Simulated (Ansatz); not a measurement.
## GaAs under changes of volume

One of the cells (22.590 Å³/atom); the others are scaled copies at fixed shape and fractional positions:

```xyz
2
Lattice="0.0000 2.8268 2.8268 2.8268 0.0000 2.8268 2.8268 2.8268 0.0000" Properties=species:S:1:pos:R:3 pbc="T T T"
As    4.2403    4.2403    4.2403
Ga    0.0000    0.0000    0.0000
```

| Quantity | Value |
| --- | --- |
| Program | Ansatz 0.2.0 |
| Functional | HSE03 |
| Potentials or basis | Ansatz PAW |
| Cutoff | 420 eV (not typed: the program's choice for these potentials) |
| k mesh | 4 × 4 × 4 |
| Occupations | fermi-dirac, width 0.05 eV |
| Spin | no spin polarisation |

```csv
volume (Å³/atom),energy over the lowest point (meV/atom),pressure (GPa),gap on the mesh (eV)
21.234,?,?,?
21.686,22.07,5.2,1.64
22.138,9.91,3.4,1.47
22.590,2.66,1.7,1.30
23.041,0.00,0.2,1.13
23.493,1.23,-1.1,0.97
23.945,6.06,-2.3,0.82
```

What does the run at 21.234 Å³/atom give?

Energy over the lowest point 39.78 meV/atom; pressure 7.3 GPa; gap on the mesh 1.79 eV.

Worked out: A Birch-Murnaghan fit of order 3 (a polynomial in V^(-2/3)) to the other rows has its minimum at 23.12 Å³/atom with B0 = V·E''(V) = 71 GPa and B' = 4.8. It gives 39.87 meV/atom at 21.234 Å³/atom, against the run's 39.78, and -dE/dV = 7.4 GPa, against 7.3. A straight line through the other rows of the gap, of slope -8.32 eV per unit of ln V, extrapolates to 1.81 eV, against the run's 1.79.

Energies are extrapolated to zero smearing.

Caveats: all runs use coarse meshes; the PAW data sets come from PBE, with cores solved anew for the run's functional, which leaves a small shift of forces and pressure; the thresholds are loose for stress.

A mesh can miss the band edges. Spin-orbit coupling on As, Ga is left out.
